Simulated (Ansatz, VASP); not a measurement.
## SnH5 in VASP and in Ansatz

The input INCAR:

```
PREC = Accurate ; ENCUT = 600
EDIFF = 1E-6 ; ISMEAR = 0
SIGMA = 0.1 ; LREAL = F
LASPH = T ; NELM = 100
ALGO = Normal ; ISIF = 3
LWAVE = F ; LCHARG = F
GGA = PE ; IBRION = 2
NSW = 90 ; EDIFFG = -0.04
```

File KPOINTS:

```
regular mesh
0
Gamma
  6 6 4
```

File POSCAR:

```
SnH5
1.0
    4.5695095100      0.0000000000      0.0000000000
   -2.2847547500      3.9573113200      0.0000000000
    0.0000000000      0.0000000000      3.8234669800
Sn H
1 5
Direct
    0.0000000000      0.0000000000      0.0000000000
    0.3333333300      0.6666666700      0.0000000000
    0.6666666700      0.3333333300      0.0000000000
    0.5000000000      0.0000000000      0.5000000000
    0.5000000000      0.5000000000      0.5000000000
    0.0000000000      0.5000000000      0.5000000000
```

Input for Ansatz:

```yaml
crystal:
  lattice:
    - [4.56950951, 0.0, 0.0]
    - [-2.28475475, 3.95731132, 0.0]
    - [0.0, 0.0, 3.82346698]
  atoms:
    - { symbol: Sn, position: [0.0, 0.0, 0.0] }
    - { symbol: H, position: [0.33333333, 0.66666667, 0.0] }
    - { symbol: H, position: [0.66666667, 0.33333333, 0.0] }
    - { symbol: H, position: [0.5, 0.0, 0.5] }
    - { symbol: H, position: [0.5, 0.5, 0.5] }
    - { symbol: H, position: [0.0, 0.5, 0.5] }
basis:
  ecutwfc: 420
kpoints:
  mp_grid: { grid: [6, 6, 4] }
hamiltonian:
  xc: pbe
scf:
  occupations: { method: gaussian, width: 0.1 }
  lower_state_search: "off"
output:
  forces: true
  stress: true
  eigenvalues: true
relax:
  adjacent_minimum: "off"
  f_tol: 0.04
  max_steps: 70
  cell: { stress_tol: 0.4 }
```

Change from the starting cell: species swapped into the DyFe5 type (P6/mmm, No. 191).

Alike in both runs: task relaxation of cell and atoms; functional PBE; k mesh 6 × 6 × 4; occupations gaussian, width 0.1 eV; no spin polarisation.

|  | VASP | Ansatz |
| --- | --- | --- |
| version | VASP 6.6.1 | Ansatz 0.2.0 |
| potentials or method | VASP PAW PBE potentials, release 64 (Sn_d, H) | scalar-relativistic, plane waves, PAW |
| plane-wave cutoff (eV) | 600 | 420 |
| valence electrons in the cell | 19 | 19 |

|  | VASP | Ansatz | Ansatz less VASP |
| --- | --- | --- | --- |
| gap on the k mesh at the Fermi level, each at its own relaxed structure (eV) | none | none | - |
| relaxed volume (Å³/atom) | 7.32 | 7.35 | +0.022 |
| relaxed cell length with the largest relative difference (Å) | 3.857 | 3.875 | +0.0179 |
| energy change over the relaxation (meV/atom) | -356 | -356 | 0.0 |

A gap of «none» marks a metal or a gap that the smearing closes.

Caveats: the k mesh is coarse (spacing up to 0.41 Å⁻¹), so the values aren't converged; the volume moved by over 15 % at a fixed basis, so the end points are rough (VASP).
